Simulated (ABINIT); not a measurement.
# SiC (Moissanite 6H) (P6_3mc) in ABINIT: further runs, part 2 of 2

ABINIT 10.8.3 (patched build). The steps go on from the part before.

## Step 3: Single point, LDA

run.abi

```
# Pseudopotentials
pp_dirpath "./"
pseudos "Si.LDA_PW-JTH.xml, C.LDA_PW-JTH.xml"

# Structure
acell 3.095 3.095 15.17 Angstrom
rprim
     1.0000000000     0.0000000000     0.0000000000
    -0.5000000000     0.8660254038     0.0000000000
     0.0000000000     0.0000000000     1.0000000000
ntypat 2
znucl 14 6
natom 12
typat 1 1 1 1 1 1 2 2 2 2 2 2
xred
     0.6666666667     0.3333333333     0.4583000000
     0.3333333333     0.6666666667     0.9583000000
     0.6666666667     0.3333333333     0.7917000000
     0.3333333333     0.6666666667     0.2917000000
     0.0000000000     0.0000000000     0.6250000000
     0.0000000000     0.0000000000     0.1250000000
     0.6666666667     0.3333333333     0.3333000000
     0.3333333333     0.6666666667     0.8333000000
     0.6666666667     0.3333333333     0.6667000000
     0.3333333333     0.6666666667     0.1667000000
     0.0000000000     0.0000000000     0.5000000000
     0.0000000000     0.0000000000     0.0000000000

# Plane-wave basis
ecut 20.0
pawecutdg 40.0

# k points
kptopt 1
ngkpt 8 8 2
nshiftk 1
shiftk 0.0 0.0 0.0

# Exchange and correlation
ixc 7

# Bands and occupations
nband 32
occopt 3
tsmear 0.05 eV

# SCF cycle
nstep 100
tolvrs 1.0e-9

# Output
iomode 3
prtwf 0
prtden 0
prteig 0
prtebands 0
```

Potentials or basis: JTH PAW LDA v2.0.

Launch:

```
$ abinit run.abi > log 2>&1
```

run.abo:

```text
.Version 10.8.3 of ABINIT
 Symmetries : space group P6_3 m c (#186); Bravais hP (primitive hexag.)
================================================================================
 Values of the parameters that define the memory need of the present run
     intxc =       0    ionmov =       0      iscf =      17    lmnmax =       8
     lnmax =       4     mgfft =     120  mpssoang =       2    mqgrid =    8162
     natom =      12  nloc_mem =       2    nspden =       1   nspinor =       1
    nsppol =       1      nsym =      12    n1xccc =       1    ntypat =       2
    occopt =       3   xclevel =       1
       mpw =        3662          nfft =       69120          nkpt =          20
 PAW method is used; the additional fine FFT grid is defined by:
   mgfftf=       180    nfftf =    233280
================================================================================
================================================================================

--------------------------------------------------------------------------------
------------- Echo of variables that govern the present computation ------------
--------------------------------------------------------------------------------
 -outvars: echo values of preprocessed input variables --------
            acell      5.8487023597E+00  5.8487023597E+00  2.8667145330E+01 Bohr
              amu      2.80855000E+01  1.20110000E+01
             ecut      2.00000000E+01 Hartree
              ixc           7
         kptrlatt        8    0    0      0    8    0      0    0    2
          kptrlen      4.67896189E+01
            natom          12
            nband          32
            ngfft          24      24     120
          ngfftdg          36      36     180
             nkpt          20
            nstep         100
             nsym          12
           ntypat           2
           occopt           3
        pawecutdg      4.00000000E+01 Hartree
           prtden           0
        prtebands           0
           prteig           0
            prtwf           0
            rprim      1.0000000000E+00  0.0000000000E+00  0.0000000000E+00
                      -5.0000000000E-01  8.6602540380E-01  0.0000000000E+00
                       0.0000000000E+00  0.0000000000E+00  1.0000000000E+00
          spgroup         186
           tolvrs      1.00000000E-09
           tsmear      1.83746611E-03 Hartree
            typat      1  1  1  1  1  1  2  2  2  2  2  2
           useylm           1
           xangst      1.5475000000E+00  8.9344954159E-01  6.9524110000E+00
                       5.1343132467E-17  1.7868990832E+00  1.4537411000E+01
                       1.5475000000E+00  8.9344954159E-01  1.2010089000E+01
                       5.1343132467E-17  1.7868990832E+00  4.4250890000E+00
                       2.8634502177E-17  4.9596412621E-17  9.4812500000E+00
                       2.8634502177E-17  4.9596412621E-17  1.8962500000E+00
                       1.5475000000E+00  8.9344954159E-01  5.0561610000E+00
                       5.1343132467E-17  1.7868990832E+00  1.2641161000E+01
                       1.5475000000E+00  8.9344954159E-01  1.0113839000E+01
                       5.1343132467E-17  1.7868990832E+00  2.5288390000E+00
                       2.8634502177E-17  4.9596412621E-17  7.5850000000E+00
                       2.8634502177E-17  4.9596412621E-17  0.0000000000E+00
            xcart      2.9243511798E+00  1.6883749409E+00  1.3138152705E+01
                       9.7024458808E-17  3.3767498818E+00  2.7471725370E+01
                       2.9243511798E+00  1.6883749409E+00  2.2695778958E+01
                       9.7024458808E-17  3.3767498818E+00  8.3622062928E+00
                       5.4111366866E-17  9.3723636680E-17  1.7916965831E+01
                       5.4111366866E-17  9.3723636680E-17  3.5833931663E+00
                       2.9243511798E+00  1.6883749409E+00  9.5547595385E+00
[... 250 lines left out ...]
   0.05125    0.18960    0.19012    0.23538    0.23538    0.24230    0.24230    0.24636
   0.24636    0.26370    0.26370    0.26698    0.26698    0.27651    0.27821    0.27821
   0.46108    0.46717    0.48214    0.50062    0.50370    0.51514    0.52469    0.52480
      occupation numbers for kpt#   1
   2.00000    2.00000    2.00000    2.00000    2.00000    2.00000    2.00000    2.00000
   2.00000    2.00000    2.00000    2.00000    2.00000    2.00000    2.00000    2.00000
   2.00000    2.00000    2.00000    2.00000    2.00000    2.00000    2.00000    2.00000
   0.00000    0.00000    0.00000    0.00000    0.00000    0.00000    0.00000    0.00000
 prteigrs : prtvol=0 or 1, do not print more k-points.

--- !EnergyTerms
iteration_state     : {dtset: 1, }
comment             : Components of total free energy in Hartree
kinetic             :  3.02352588764993E+01
hartree             :  7.03113169091970E+00
xc                  : -2.75119691873305E+01
Ewald energy        : -6.24803632437672E+01
psp_core            :  2.82227203596138E+00
local_psp           : -2.41841963499865E+01
PAW spherical_terms :  1.52679875363208E+01
internal            : -5.88198786413829E+01
'-kT*entropy'       : -1.50250702059135E-11
total_energy        : -5.88198786413980E+01
total_energy_eV     : -1.60057043665281E+03
...

--- !EnergyTermsDC
iteration_state     : {dtset: 1, }
comment             : '"Double-counting" decomposition of free energy'
band_energy         :  2.94418482824304E+00
Ewald energy        : -6.24803632437672E+01
psp_core            :  2.82227203596138E+00
xc_dc               : -1.02062492028431E+01
PAW spherical_terms :  8.10026153211899E+00
internal            : -5.88198940502869E+01
'-kT*entropy'       : -1.50250702059135E-11
total_energy_dc     : -5.88198940503020E+01
total_energy_dc_eV  : -1.60057085595045E+03
...

--- !EnergyTermsWithPAWCore
iteration_state     : {dtset: 1, }
comment             : 'Components of total free energy, including PAW core contributions'
Total energy        : -1.96124112352912E+03
Total energy DC     : -1.96124113893803E+03
Total energy (eV)   : -5.33680897338527E+04
Total energy DC (eV): -5.33680901531503E+04
...

 Cartesian components of stress tensor (hartree/bohr^3)
  sigma(1 1)=  2.64537009E-04  sigma(3 2)=  0.00000000E+00
  sigma(2 2)=  2.64537009E-04  sigma(3 1)=  0.00000000E+00
  sigma(3 3)=  2.37825756E-04  sigma(2 1)=  0.00000000E+00

-Cartesian components of stress tensor (GPa)         [Pressure= -7.5210E+00 GPa]
- sigma(1 1)=  7.78294751E+00  sigma(3 2)=  0.00000000E+00
- sigma(2 2)=  7.78294751E+00  sigma(3 1)=  0.00000000E+00
- sigma(3 3)=  6.99707532E+00  sigma(2 1)=  0.00000000E+00

== END DATASET(S) ==============================================================
================================================================================

 -outvars: echo values of variables after computation  --------
            acell      5.8487023597E+00  5.8487023597E+00  2.8667145330E+01 Bohr
           etotal     -5.8819894050E+01
            fcart      9.2076671287E-29  5.3160490953E-29  9.7310601241E-04
                      -9.2076671287E-29 -5.3160490953E-29  9.7310601241E-04
                       9.2076671287E-29  5.3160490953E-29  4.2677489555E-04
                      -9.2076671287E-29 -5.3160490953E-29  4.2677489555E-04
                      -9.2076671287E-29 -5.3160490953E-29  1.0040927619E-03
                       9.2076671287E-29  5.3160490953E-29  1.0040927619E-03
                       3.6830668515E-28  2.1264196381E-28 -2.2423956798E-04
                      -3.6830668515E-28 -2.1264196381E-28 -2.2423956798E-04
                      -7.3661337030E-28 -4.2528392762E-28  6.4455279519E-04
                       7.3661337030E-28  4.2528392762E-28  6.4455279519E-04
                      -3.6830668515E-28 -2.1264196381E-28 -2.8242868971E-03
                       3.6830668515E-28  2.1264196381E-28 -2.8242868971E-03
            rprim      1.0000000000E+00  0.0000000000E+00  0.0000000000E+00
                      -5.0000000000E-01  8.6602540380E-01  0.0000000000E+00
                       0.0000000000E+00  0.0000000000E+00  1.0000000000E+00
           strten      2.6453700914E-04  2.6453700901E-04  2.3782575624E-04
                       0.0000000000E+00  0.0000000000E+00  0.0000000000E+00
           xangst      1.5475000000E+00  8.9344954159E-01  6.9524110000E+00
                       5.1343132467E-17  1.7868990832E+00  1.4537411000E+01
                       1.5475000000E+00  8.9344954159E-01  1.2010089000E+01
                       5.1343132467E-17  1.7868990832E+00  4.4250890000E+00
                       2.8634502177E-17  4.9596412621E-17  9.4812500000E+00
                       2.8634502177E-17  4.9596412621E-17  1.8962500000E+00
                       1.5475000000E+00  8.9344954159E-01  5.0561610000E+00
                       5.1343132467E-17  1.7868990832E+00  1.2641161000E+01
                       1.5475000000E+00  8.9344954159E-01  1.0113839000E+01
                       5.1343132467E-17  1.7868990832E+00  2.5288390000E+00
                       2.8634502177E-17  4.9596412621E-17  7.5850000000E+00
                       2.8634502177E-17  4.9596412621E-17  0.0000000000E+00
             xred      6.6666666667E-01  3.3333333333E-01  4.5830000000E-01
                       3.3333333333E-01  6.6666666667E-01  9.5830000000E-01
                       6.6666666667E-01  3.3333333333E-01  7.9170000000E-01
                       3.3333333333E-01  6.6666666667E-01  2.9170000000E-01
                       1.8503717077E-17  1.8503717077E-17  6.2500000000E-01
                       1.8503717077E-17  1.8503717077E-17  1.2500000000E-01
                       6.6666666667E-01  3.3333333333E-01  3.3330000000E-01
                       3.3333333333E-01  6.6666666667E-01  8.3330000000E-01
                       6.6666666667E-01  3.3333333333E-01  6.6670000000E-01
                       3.3333333333E-01  6.6666666667E-01  1.6670000000E-01
                       1.8503717077E-17  1.8503717077E-17  5.0000000000E-01
                       1.8503717077E-17  1.8503717077E-17  0.0000000000E+00
 Calculation completed.
```

Wall time 1.7 min (1 thread of Arm Neoverse V2, shared host); peak memory 0.16 GiB.

Results:

```yaml
Free_energy: -1600.5709 eV
Pressure: -7.5 GPa
Largest_force: 0.145 eV/Å
Band_gap_on_the_k_mesh: 1.98 eV, indirect (least direct gap 3.09 eV)
Valence_electrons_inside_the_program's_atomic_spheres: Si 1.67, 1.68; C 2.56
```

Forces in eV/Å, atoms in the order of the input:
```
Si   0.000  0.000  0.050
Si   0.000  0.000  0.050
Si   0.000  0.000  0.022
Si   0.000  0.000  0.022
Si   0.000  0.000  0.052
Si   0.000  0.000  0.052
C    0.000  0.000 -0.012
C    0.000  0.000 -0.012
C    0.000  0.000  0.033
C    0.000  0.000  0.033
C    0.000  0.000 -0.145
C    0.000  0.000 -0.145
```

Stress tensor (GPa, compression positive):
```
-7.78  0.00  0.00
 0.00 -7.78  0.00
 0.00  0.00 -7.00
```

A k mesh can miss the band edges. Expect the measured gap to be larger: semilocal functionals such as LDA lack the derivative discontinuity.
